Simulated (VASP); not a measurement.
## PbS (Galena): relaxation of cell and atoms with B3LYP

The system is PbS (Galena).

```xyz
2
Lattice="0.0000 2.9657 2.9657 2.9657 0.0000 2.9657 2.9657 2.9657 0.0000" Properties=species:S:1:pos:R:3 pbc="T T T"
Pb    0.0000    0.0000    0.0000
S     2.9657    2.9657    2.9657
```

```json
{"Program": "VASP 6.6.1", "Task": "relaxation of cell and atoms", "Functional": "B3LYP", "Potentials or basis": "VASP PAW PBE potentials, release 64 (Pb_d, S)", "Cutoff": "600 eV", "k mesh": "4 × 4 × 4", "Occupations": "fermi-dirac, width 0.05 eV", "Spin": "no spin polarisation", "Grid for exact exchange (PRECFOCK)": "Fast", "Exchange at q = 0": "default", "Further INCAR settings": "ALGO = Normal; EDIFF = 1e-07; IBRION = 2; EDIFFG = -0.01; NSW = 40; ISIF = 3"}
```

```yaml
Relaxed_volume: 28.10 Å³/atom
Relaxed_cell: a = 4.299 Å, b = 4.299 Å, c = 4.299 Å, α = 60.00°, β = 60.00°, γ = 60.00°
Space_group_after_relaxing_to_0.05_Å: Fm-3m (No. 225)
Energy_gained_by_relaxing: 26.7 meV/atom
Ionic_steps: 3
Pressure_after_relaxing: 0.0 GPa
Band_gap_on_the_k_mesh: 1.63 eV, direct
```

The path:
| step | energy change (eV) | largest force (eV/Å) | pressure (GPa) | volume (Å³) |
| --- | --- | --- | --- | --- |
| 1 | 0.0000 | 0.0000 | 4.53 | 52.17 |
| 2 | -0.0451 | 0.0000 | -1.49 | 57.95 |
| 3 | -0.0534 | 0.0000 | -0.01 | 56.19 |

Final structure:
```xyz
2
Lattice="0.0000 3.0401 3.0401 3.0401 0.0000 3.0401 3.0401 3.0401 0.0000" Properties=species:S:1:pos:R:3 pbc="T T T"
Pb    0.0000    0.0000    0.0000
S     3.0401    3.0401    3.0401
```

Levels at points of the mesh, in eV from the valence-band top:
```
           k point  band 8  band 9  band 10  band 11  band 12  band 13
(0.00, 0.00, 0.00)   -2.00   -2.00    -2.00     6.22     6.22     6.22
(0.50, 0.00, 0.00)   -1.62   -1.62     0.00     1.63     3.17     3.17
(0.50, 0.50, 0.00)   -4.95   -3.24    -3.24     5.52     6.71     6.71
```

Run time: 22 min on 1 thread of Intel(R) Xeon(R) Platinum 8259CL CPU @ 2.50GHz (Skylake/Cascade Lake), with other jobs on the host, peak memory 0.22 GiB.

Caveat: the k mesh is coarse (spacing up to 0.46 Å⁻¹), so the values aren't converged, least of all with exact exchange; the PAW data sets were made with another functional, which shifts forces and pressure a little; spin-orbit coupling is left out, which as a rule narrows the gap of such compounds by several tenths of an eV. A k mesh can miss the band edges.
